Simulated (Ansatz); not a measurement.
## Generalised stacking fault on (111) (glide set) of a GaP-AlP solid solution (72 atoms) in motion

Aim: follow generalised stacking fault on (111) (glide set) of a GaP-AlP solid solution (72 atoms) for a short time with forces from DFT, then look at structure and electrons in the last frame.

Method: Kohn-Sham DFT, PBE, PAW (set soft_2), plane waves, in Ansatz 0.2.0.

## Step 1: Starting point

The cell holds 72 atoms: 18 Al, 36 P and 18 Ga. Cell: a = 6.683 Å, b = 11.576 Å, c = 19.233 Å, α = 90.0°, β = 83.3°, γ = 90.0°. It derives from GaP and AlP. Zinc-blende GaP lattice (a = 5.4569 Å, the value set for the mixture), cell with z along [111], 1 x 3 x 2 periods; the third cell vector is tilted by 0.333 of 1/2[11-2] and lengthened by 0.2 Å, so the cell holds one fault (glide set); displaced by a Gaussian of 0.01 Å; 18 of 36 Ga sites given to Al at random (lattice constant by Vegard's rule between GaP and AlP).

Before any run, some limits are plain. The host structure and its lattice constant were typed by rule, without a check against the phase diagram.

## Step 2: Dynamics at 600 K

A Langevin thermostat couples each atom to a heat bath, at the price of damped dynamics. The time step is 2.0 fs.

input.yaml

```yaml
crystal:
  lattice:
    - [6.68331, 0.0, 0.0]
    - [0.0, 11.57583, 0.0]
    - [2.22775, 0.0, 19.10326]
  atoms:
    - { symbol: Al, position: [0.49317, 0.16469, 0.0197] }
    - { symbol: P, position: [0.45532, 0.16679, 0.14378] }
    - { symbol: Ga, position: [0.77007, 0.16707, 0.18567] }
    - { symbol: P, position: [0.73287, 0.16841, 0.30947] }
    [... 62 atom lines left out ...]
    - { symbol: Ga, position: [0.38578, 0.66634, 0.84504] }
    - { symbol: P, position: [0.34476, 0.66693, 0.96825] }
    - { symbol: Ga, position: [0.88598, 0.50025, 0.84606] }
    - { symbol: P, position: [0.84223, 0.49922, 0.97104] }
    - { symbol: Al, position: [0.88812, 0.83486, 0.84413] }
    - { symbol: P, position: [0.84311, 0.83301, 0.96964] }
kpoints:
  mp_grid: { grid: [1, 1, 1] }
hamiltonian:
  xc: pbe
scf:
  occupations: { method: fermi_dirac, width: 0.025 }
output:
  forces: true
md:
  timestep: 2.0
  n_steps: 95
  ensemble: nvt_langevin
  temperature: 600
  initial_velocities: maxwell_boltzmann
  seed: 2906
```

On the command line:

```console
ansatz run input.yaml --threads 8 --pin off --max-ram 15872MiB --backend cpu --events-out ev --progress --plain --runs-dir out
```

Elapsed: 6.4 min, on 8 threads of Arm Neoverse V2, shared host; peak memory 1.7 GiB.

The program notes that it switched symmetry off.

The trajectory, sampled:

```tsv
time (fs)	T (K)	potential (meV/atom)
0.0	592	0.0
12.0	429	22.3
26.0	261	46.0
38.0	437	34.3
50.0	463	32.1
64.0	424	43.4
76.0	407	56.4
88.0	452	62.1
102.0	511	55.9
114.0	577	50.9
126.0	538	55.6
140.0	488	58.8
152.0	542	58.7
164.0	537	63.2
178.0	501	64.9
190.0	519	55.1
```

Mean square displacement from the first frame to the last: Al 0.041 Å², P 0.032 Å², Ga 0.042 Å².

Table of mean square displacement by time lag:

```tsv
time lag (fs)	Al (Å²)	Ga (Å²)	P (Å²)
2.0	1.8e-4	6.4e-5	1.5e-4
4.0	7.0e-4	2.5e-4	5.8e-4
8.0	0.00270	9.9e-4	0.00223
12.0	0.00579	0.00217	0.00481
16.0	0.00975	0.00372	0.00812
20.0	0.0143	0.00558	0.0120
24.0	0.0193	0.00768	0.0161
28.0	0.0245	0.00996	0.0204
32.0	0.0297	0.0124	0.0246
36.0	0.0346	0.0148	0.0285
40.0	0.0393	0.0173	0.0321
44.0	0.0436	0.0197	0.0352
48.0	0.0474	0.0220	0.0377
52.0	0.0507	0.0242	0.0396
56.0	0.0535	0.0262	0.0409
60.0	0.0558	0.0281	0.0418
64.0	0.0577	0.0298	0.0423
68.0	0.0592	0.0314	0.0425
72.0	0.0604	0.0327	0.0424
76.0	0.0614	0.0340	0.0423
80.0	0.0623	0.0351	0.0421
84.0	0.0630	0.0361	0.0419
88.0	0.0637	0.0370	0.0417
92.0	0.0643	0.0379	0.0416
96.0	0.0648	0.0387	0.0416
```

Over the second half of 190 fs the temperature averages 525 K with swings of 28 K r.m.s. From first frame to last Ga has the largest mean square displacement, 0.042 Å² at the end; the farthest move is 0.37 Å. The run spans 0.19 ps, too short for its means to be equilibrium values.

## Step 3: Structure statistics late in the run

The g(r) is a mean over the second half; what follows it is taken at the last frame.

Density 3.21 g/cm³, 20.53 Å³ an atom.

Mean of 13 frames. g(r), total and by pair (bins of 0.2 Å):

```tsv
r (Å)	total	P-P	P-Al	P-Ga	Al-Al	Al-Ga	Ga-Ga
2.10	0.04	0.00	0.00	0.16	0.00	0.00	0.00
2.30	3.77	0.00	8.06	6.99	0.00	0.00	0.00
2.50	1.92	0.00	3.51	4.18	0.00	0.00	0.00
2.70	0.05	0.00	0.05	0.17	0.00	0.00	0.00
2.90	0.00	0.00	0.00	0.00	0.00	0.00	0.00
3.10	0.00	0.00	0.00	0.00	0.00	0.00	0.00
3.30	0.00	0.00	0.00	0.00	0.00	0.00	0.00
3.50	0.13	0.20	0.01	0.00	0.28	0.34	0.24
3.70	1.92	3.72	0.06	0.00	3.78	4.09	3.64
3.90	3.51	7.18	0.13	0.15	5.46	7.47	5.88
4.10	1.18	1.90	0.27	0.34	2.25	2.24	2.06
4.30	0.80	0.07	1.48	1.53	0.09	0.15	0.05
4.50	2.07	0.00	4.07	4.21	0.00	0.00	0.00
4.70	1.33	0.00	2.67	2.63	0.00	0.00	0.00
4.90	0.15	0.00	0.38	0.23	0.00	0.02	0.00
5.10	0.10	0.18	0.01	0.00	0.21	0.26	0.12
5.30	0.52	0.93	0.18	0.12	0.78	0.83	1.01
5.50	1.00	1.45	0.58	0.56	1.56	1.23	1.62
5.70	0.81	0.67	0.95	0.92	0.68	0.80	0.52
5.90	1.26	0.04	2.38	2.54	0.03	0.12	0.02
6.10	0.89	0.03	1.74	1.74	0.07	0.03	0.00
6.30	0.28	0.28	0.28	0.22	0.36	0.34	0.38
6.50	0.85	1.65	0.01	0.00	1.62	1.93	1.44
6.70	2.23	4.50	0.11	0.13	4.30	3.72	4.85
6.90	1.35	1.63	1.00	0.98	1.71	1.93	1.58
7.10	1.10	0.23	1.94	1.94	0.54	0.23	0.22
7.30	0.85	0.41	1.30	1.25	0.60	0.36	0.40
7.50	0.72	1.03	0.44	0.39	0.89	0.96	1.25
```

Bonds by pair of elements; cutoffs follow the first minimum of g(r), held within bounds set by covalent radii, and pairs that aren't listed don't count as bonded:

```tsv
pair A-B	cutoff (Å)	bonds	mean length (Å)	spread (Å)	shortest (Å)	B about A	A about B
P-Al	2.93	72	2.36	0.071	2.23	2	4
P-Ga	3.02	72	2.40	0.083	2.19	2	4
```

How many atoms have how many bonded neighbours:

```tsv
element	mean	4
Al	4	18
Ga	4	18
P	4	36
```

Bond angles (no mean is given where the spread exceeds 20°):

```tsv
angle	count	mean (°)	spread (°)
Al-P-Ga	118	109	4.7
P-Al-P	108	109	5.1
P-Ga-P	108	109	4.6
Al-P-Al	49	110	5.3
Ga-P-Ga	49	109	4.8
```

Rings of the network by King's shortest-path rule, up to 12 atoms, one path for each pair of neighbours; H, halogens, alkali and alkaline-earth atoms are left out, and the last column divides by all other atoms, bonded or not:

```tsv
ring size (atoms)	rings	per network atom
6	143	1.99
```

For some of the pairs, g(r) has its first main peak near 3.87 Å (P-P), 2.36 Å (P-Al), 2.39 Å (P-Ga), 3.83 Å (Al-Al), 3.88 Å (Al-Ga) and 3.83 Å (Ga-Ga). With the cutoffs above, all Al atoms have 4, all Ga atoms have 4 and all P atoms have 4 bonded neighbours. The Al-P-Ga angle averages 109° with a spread of 5°. All rings counted have 6 atoms.

## Step 4: Single point at the last frame

The last frame is solved again with fuller output, to read the electronic structure of a thermally displaced geometry.

input.yaml

```yaml
crystal:
  lattice:
    - [6.68331, 0.0, 0.0]
    - [0.0, 11.57583, 0.0]
    - [2.22775, 0.0, 19.10326]
  atoms:
    - { symbol: Al, position: [0.48757, 0.17259, 0.01002] }
    - { symbol: P, position: [0.44558, 0.16596, 0.1393] }
    - { symbol: Ga, position: [0.74562, 0.1924, 0.18746] }
    - { symbol: P, position: [0.73238, 0.17576, 0.31204] }
    [... 62 atom lines left out ...]
    - { symbol: Ga, position: [0.37697, 0.65853, 0.8479] }
    - { symbol: P, position: [0.35108, 0.66967, 0.97844] }
    - { symbol: Ga, position: [0.87903, 0.49192, 0.84025] }
    - { symbol: P, position: [0.84142, 0.50005, 0.9602] }
    - { symbol: Al, position: [0.89104, 0.84155, 0.85246] }
    - { symbol: P, position: [0.8436, 0.84727, 0.97645] }
kpoints:
  mp_grid: { grid: [2, 1, 1] }
hamiltonian:
  xc: pbe
scf:
  occupations: { method: fermi_dirac, width: 0.025 }
output:
  forces: true
  stress: true
  populations: true
  dos:
    method: { smearing: { sigma: 0.15 } }
    de: 0.1
    projected: { site_lists: { Al: [Al], Ga: [Ga], P: [P] } }
  eigenvalues: true
  write_density: true
  write_potential: true
  volumetric_format: npy
```

Elapsed: 24 s, on 8 threads; peak memory 4.5 GiB; 3.1 min of CPU time.

The run gave:

| Item | Value |
| --- | --- |
| free energy | -105003.8669 eV |
| free energy per atom | -1458.3870 eV/atom |
| SCF cycles | 9 |
| pressure | 2.013 GPa |
| r.m.s. force component | 0.6904 eV/Å |
| longest force | 2.454 eV/Å |
| Fermi energy | 6.856 eV |
| gap (highest filled to lowest empty level) | 1.517 eV |
| spilling of the projection | 0.004422 |

Length of the force by element:

```tsv
element	coordination	atoms	mean length of the force (eV/Å)	spread	least	most
Al	all	18	1.08	0.332	0.592	1.76
Ga	all	18	1.12	0.625	0.366	2.45
P	all	36	1.08	0.495	0.283	2.09
```

Löwdin charges by element (they lack the spilled electrons, 0.029 e an atom on average):

```tsv
element	coordination	atoms	mean charge (e)	spread	least	most
Al	all	18	0.404	0.0111	0.383	0.431
Ga	all	18	0.0804	0.0099	0.0578	0.0988
P	all	36	-0.185	0.0766	-0.355	-0.0662
```

Charge against the make-up of the first shell:

```tsv
Ga neighbours of P	atoms	mean charge (e)
0	1	-0.355
1	10	-0.272
2	13	-0.187
3	12	-0.095
```

States in the cell by windows of 0.5 eV, zero at the Fermi level; the larger projections on atomic orbitals stand beside the total:

```tsv
from (eV)	to (eV)	total	P p	Ga p	Al p	Ga s	P s	Al s
-10	-9.5	2.2	0.0	0.2	0.4	0.0	1.5	0.1
-9.5	-7.5	0.0	0.0	0.0	0.0	0.0	0.0	0.0
-7.5	-7	5.7	2.6	0.2	0.3	2.1	0.2	0.2
-7	-6.5	15.8	7.3	0.6	0.7	5.2	0.8	1.1
-6.5	-6	16.0	8.0	0.8	0.8	2.7	0.9	2.7
-6	-5.5	12.6	6.6	0.7	0.6	1.2	1.1	2.2
-5.5	-5	7.8	4.3	0.5	0.5	0.4	0.8	1.3
-5	-4.5	12.5	7.1	1.7	1.6	0.5	0.8	0.7
-4.5	-4	17.8	10.5	2.6	2.5	0.5	0.7	0.7
-4	-3.5	15.5	9.6	2.2	2.1	0.4	0.5	0.5
-3.5	-3	23.5	15.3	3.6	3.3	0.4	0.3	0.4
-3	-2.5	27.2	18.5	3.9	3.6	0.3	0.3	0.3
-2.5	-2	26.7	18.9	3.5	3.2	0.2	0.3	0.3
-2	-1.5	20.7	15.6	2.5	1.9	0.1	0.1	0.1
-1.5	-1	10.1	8.1	1.0	0.7	0.0	0.0	0.0
-1	-0.5	4.2	3.7	0.3	0.2	0.0	0.0	0.0
-0.5	0.5	0.0	0.0	0.0	0.0	0.0	0.0	0.0
0.5	1	3.0	0.4	0.5	0.6	0.5	0.6	0.1
1	1.5	17.6	3.4	2.5	3.1	3.3	2.6	0.8
1.5	2	19.0	3.9	3.0	3.1	2.8	2.4	1.3
2	2.5	19.7	3.9	3.5	3.2	1.5	2.2	2.2
2.5	3	18.8	4.1	3.5	3.0	1.1	1.7	2.2
```

Between -16 and -10 eV lie 250 more states.

The levels nearest the highest filled one (over half full), pooled over k-points and spins:

```tsv
level less the highest filled one (eV)	occupation
-0.345	2
-0.300	2
-0.284	2
-0.127	2
-0.0292	2
0	2
1.52	0
1.66	0
1.75	0
1.77	0
1.79	0
1.84	0
```

Mean Löwdin charges: Al +0.40, Ga +0.08, P -0.18 e (they miss 0.44 % of the electrons, so they add up to more than the cell's charge). Charges this small depend on the projection, at times even in sign. The charge on P changes by +0.088 e for each Ga neighbour that takes the place of another kind, on average.

## Step 5: What came out

```yaml
mean_temperature_second_half: 525.3 K
temperature_swing_second_half: 27.52 K
free_energy_per_atom: -1458.3870 eV/atom
density: 3.209 g/cm³
pressure: 2.013 GPa
r_m_s_force_component: 0.6904 eV/Å
spacing_of_highest_filled_and_lowest_empty_level: 1.517 eV
wall_time_of_the_2_dft_runs: 6.8 min
```

In words: Over the second half of 190 fs the temperature averages 525 K with swings of 28 K r.m.s. The run spans 0.19 ps, too short for its means to be equilibrium values. With the cutoffs above, all Al atoms have 4, all Ga atoms have 4 and all P atoms have 4 bonded neighbours. The highest filled and lowest empty levels differ by 1.52 eV on the run's k-points; the mesh holds the band edges only if they fold onto it, so the gap at this level can be narrower or closed, while semilocal functionals tend to narrow gaps against experiment.

Caveats: The dynamics ran on a 1×1×1 mesh and the single point on 2×1×1, so their forces and energies differ by that too. The pressure of 2.0 GPa is that of one thermal frame at a volume set beforehand, without the kinetic term.

[Logs are printed without paths, hosts, clocks, repeated set-up lines and the standing remarks that a program may print on its own settings, such as how far it seeks lower states.]

[Hosts, paths, dates, database ids (printed as entryN), source tags and the programs' standing remarks are cut or masked in the printed files.]
